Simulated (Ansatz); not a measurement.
# Co under changes of volume

One of the cells (10.427 Å³/atom); the others are scaled copies at fixed shape and fractional positions:

```xyz
2
Lattice="2.4554 0.0000 0.0000 -1.2277 2.1264 0.0000 0.0000 0.0000 3.9942" Properties=species:S:1:pos:R:3 pbc="T T T"
Co    1.2277    0.7088    2.9956
Co    0.0000    1.4176    0.9985
```

* Program: Ansatz 0.2.0
* Functional: CAM-B3LYP
* Potentials or basis: Ansatz PAW
* Cutoff: 420 eV (not typed: the program's choice for these potentials)
* k mesh: 6 × 6 × 4
* Occupations: fermi-dirac, width 0.05 eV
* Spin: collinear spin, ferromagnetic start
* Starting moments: [2.0, 2.0] μB

| volume (Å³/atom) | energy over the lowest point (meV/atom) | pressure (GPa) |
| --- | --- | --- |
| 10.002 | 19.15 | 13.2 |
| 10.215 | 5.74 | 7.1 |
| 10.427 | 0.00 | 1.6 |
| 10.640 | ? | ? |
| 11.279 | 60.61 | -15.5 |

**Question.** What does the run at 10.640 Å³/atom give?

**Answer.** Energy over the lowest point 1.14 meV/atom; pressure -3.3 GPa.

Worked out: A Birch-Murnaghan fit of order 2 (a polynomial in V^(-2/3)) to the other rows has its minimum at 10.43 Å³/atom with B0 = V·E''(V) = 320 GPa at fixed shape and positions, which overstates the stiffness. It gives 4.41 meV/atom at 10.640 Å³/atom, against the run's 1.14, and -dE/dV = -6.1 GPa, against -3.3.

Energies are extrapolated to zero smearing.

Caveats: all runs use coarse meshes; the magnetic or orbital state may not be the lowest; the PAW data sets come from PBE, with cores solved anew for the run's functional, which leaves a small shift of forces and pressure; the thresholds are loose for stress.
